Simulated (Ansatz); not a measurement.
Relaxation of a periodic cell of 13 atoms, Zr4HO8 (host ZrO2, host structure Fm-3m, interstitial H), cell charge +1, to a largest force component of 0.03 eV/Å in at most 60 steps.

Level of theory: DFT PBE-D3(BJ), scalar-relativistic, plane waves, PAW in Ansatz 0.2.0. Settings: cutoff 420 eV, k mesh 2x2x2, gaussian smearing 0.05 eV, no spin polarisation.

```xyz
13
Lattice="5.0900 0.0000 0.0000 0.0000 5.0900 0.0000 0.0000 0.0000 5.0900" Properties=species:S:1:pos:R:3:forces:R:3
Zr 0.000 0.000 0.000 -1.72 0.01 0.00
O 1.272 1.272 1.272 -0.42 -0.61 0.61
O 3.817 3.817 3.817 0.01 -0.06 0.06
Zr 2.545 2.545 0.000 2.04 -0.01 0.00
O 3.817 3.817 1.272 0.01 -0.06 -0.06
O 1.272 1.272 3.817 -0.42 -0.61 -0.61
Zr 2.545 0.000 2.545 4.32 0.01 0.00
O 3.817 1.272 3.817 0.01 0.06 0.06
O 1.272 3.817 1.272 -0.42 0.61 0.61
Zr 0.000 2.545 2.545 -1.72 -0.01 0.00
O 1.272 3.817 3.817 -0.42 0.61 -0.61
O 3.817 1.272 1.272 0.01 0.06 -0.06
H 5.759 -0.002 2.545 -1.28 -0.01 0.00
```

Problem. Where does it end, and by what steps?

Solution. The forces met the threshold. Limits of this set-up: coarse k mesh, charged cell in a uniform background, uncorrected. After 20 steps the energy has fallen by 3.811 eV; O9 moved furthest, 0.77 Å. Joined: O9–H13.

```
step  energy less start (eV)  largest force component (eV/Å)  accepted
   0                  0.0000                           4.317       yes
   1                 -0.2499                           1.517       yes
   2                 -0.4789                           1.569       yes
   3                 -0.5229                           0.876       yes
   4                 -0.6156                           0.746       yes
   5                 -0.9018                           1.782       yes
   6                 -1.5789                           2.420       yes
   7                 -2.3709                           2.230       yes
   8                 -2.4369                           6.558       yes
   9                 -3.1774                           0.869       yes
  10                 -3.4758                           0.614       yes
  11                 -3.6055                           1.205       yes
  12                 -3.6929                           0.251       yes
  13                 -3.7062                           0.033       yes
  14                 -3.7065                           0.126       yes
  15                 -3.7079                           0.107       yes
  16                 -3.7181                           0.113       yes
  17                 -3.7710                           0.136       yes
  18                 -3.7735                           0.304       yes
  19                 -3.8090                           0.063       yes
  20                 -3.8110                           0.007       yes
```

```xyz
13
Lattice="5.0900 0.0000 0.0000 0.0000 5.0900 0.0000 0.0000 0.0000 5.0900" Properties=species:S:1:pos:R:3
Zr -0.114 -0.144 -0.135
O 1.617 1.688 1.415
O 3.861 3.829 3.542
Zr 2.692 2.449 -0.096
O 3.453 3.960 0.980
O 1.312 0.997 3.826
Zr 2.731 0.166 2.401
O 3.879 1.262 3.807
O 0.865 4.276 1.731
Zr 0.195 2.410 2.711
O 1.182 3.524 4.233
O 4.144 1.280 1.284
H 5.391 -0.250 2.295
```

The run took 58 s on 1 thread of Arm Neoverse V2, with other jobs on the host, peak memory 0.4 GiB.
